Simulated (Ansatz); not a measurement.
Relaxation of a periodic cell of 49 atoms, Zr16O33 (host ZrO2, host structure P2_1/c, interstitial O), to a largest force component of 0.08 eV/Å in at most 25 steps.

These are results of DFT PBEsol, scalar-relativistic, plane waves, PAW (Ansatz), not measurements. Settings: accuracy low, PAW set soft_1, cutoff 420 eV, k mesh 1x1x1, fermi-dirac smearing 0.05 eV, spin collinear.

```xyz
49
Lattice="-5.1477 -5.2096 0.0000 5.1477 -5.2096 0.0000 -1.7027 0.0000 10.4956" Properties=species:S:1:pos:R:3
Zr 1.239 -5.002 1.097
Zr -1.665 -7.607 1.527
Zr -2.091 -5.417 4.150
Zr 0.813 -2.813 3.721
O 0.059 -3.496 1.795
O -0.485 -6.100 0.829
O -0.910 -6.924 3.453
O -0.367 -4.319 4.419
O -3.243 -6.460 2.508
O 2.818 -3.856 0.115
O 2.392 -3.959 2.739
O -3.669 -6.564 5.132
Zr 0.388 -5.002 6.345
Zr -2.516 -7.607 6.774
Zr -2.942 -5.417 9.398
Zr -0.038 -2.813 8.969
O -0.792 -3.496 7.043
O -1.336 -6.100 6.077
O -1.762 -6.924 8.701
O -1.218 -4.319 9.666
O -4.095 -6.460 7.756
O 1.966 -3.856 5.363
O 1.541 -3.959 7.987
O -4.520 -6.564 10.380
Zr -3.909 -5.002 1.097
Zr -1.665 -2.397 1.527
Zr 3.057 -5.417 4.150
Zr 0.813 -8.022 3.721
O 0.059 -8.705 1.795
O -0.485 -0.891 0.829
O -0.910 -1.714 3.453
O -0.367 -9.528 4.419
O 1.904 -6.460 2.508
O -2.330 -3.856 0.115
O -2.756 -3.959 2.739
O 1.479 -6.564 5.132
Zr -4.760 -5.002 6.345
Zr -2.516 -2.397 6.774
Zr 2.206 -5.417 9.398
Zr -0.038 -8.022 8.969
O -0.792 -8.705 7.043
O -1.336 -0.891 6.077
O -1.762 -1.714 8.701
O -1.218 -9.528 9.666
O 1.053 -6.460 7.756
O -3.181 -3.856 5.363
O -3.607 -3.959 7.987
O 0.627 -6.564 10.380
O 0.802 -8.151 6.575
```

Question: Where does it end, and by what steps?

Answer: The forces met the threshold. Limits of this set-up: coarse k mesh, PAW files made for another functional, low accuracy level. After 10 steps the energy has fallen by 5.017 eV; O49 moved furthest, 0.76 Å. Joined: O41–O49 (1.75 → 1.45 Å).

| step | energy less start (eV) | largest force component (eV/Å) | accepted |
| --- | --- | --- | --- |
| 0 | 0.0000 | 6.523 | yes |
| 1 | -2.6545 | 3.842 | yes |
| 2 | -3.8198 | 3.059 | yes |
| 3 | -4.3616 | 1.673 | yes |
| 4 | -4.7591 | 1.662 | yes |
| 5 | -4.9114 | 0.600 | yes |
| 6 | -4.9748 | 0.397 | yes |
| 7 | -4.9219 | 0.795 | no |
| 8 | -5.0086 | 0.119 | yes |
| 9 | -5.0157 | 0.118 | yes |
| 10 | -5.0168 | 0.032 | yes |

```xyz
49
Lattice="-5.1477 -5.2096 0.0000 5.1477 -5.2096 0.0000 -1.7027 0.0000 10.4956" Properties=species:S:1:pos:R:3
Zr 1.263 -4.990 1.130
Zr -1.637 -7.593 1.522
Zr -2.061 -5.424 4.119
Zr 0.839 -2.851 3.722
O 0.131 -3.385 1.725
O -0.523 -5.977 0.925
O -0.948 -7.079 3.548
O -0.265 -4.478 4.337
O -3.196 -6.484 2.496
O 2.799 -3.858 0.148
O 2.389 -3.968 2.766
O -3.649 -6.551 5.108
Zr 0.377 -4.970 6.374
Zr -2.635 -7.521 6.761
Zr -2.932 -5.423 9.399
Zr -0.058 -2.816 8.996
O -0.748 -3.378 6.981
O -1.404 -5.991 6.194
O -1.802 -7.023 8.794
O -1.158 -4.426 9.609
O -4.087 -6.439 7.751
O 1.951 -3.841 5.396
O 1.532 -3.900 8.016
O -4.485 -6.542 10.366
Zr -3.889 -4.990 1.128
Zr -1.649 -2.384 1.539
Zr 3.089 -5.463 4.133
Zr 0.823 -8.056 3.765
O 0.136 -8.580 1.709
O -0.517 -0.771 0.926
O -0.950 -1.879 3.533
O -0.239 -9.766 4.237
O 1.941 -6.483 2.506
O -2.341 -3.854 0.154
O -2.762 -3.964 2.734
O 1.571 -6.545 5.105
Zr -4.707 -5.007 6.252
Zr -2.585 -2.391 6.763
Zr 2.218 -5.400 9.405
Zr 0.000 -8.004 9.075
O -0.828 -8.653 7.072
O -1.354 -0.783 6.155
O -1.819 -1.814 8.791
O -1.159 -9.607 9.591
O 1.085 -6.403 7.809
O -3.018 -3.918 5.302
O -3.644 -3.932 8.039
O 0.671 -6.537 10.404
O 0.167 -8.121 6.161
```

Run time: 2.1 min on 4 threads of Intel(R) Xeon(R) Platinum 8259CL CPU @ 2.50GHz (Skylake/Cascade Lake), with other jobs on the host, peak memory 1.2 GiB.
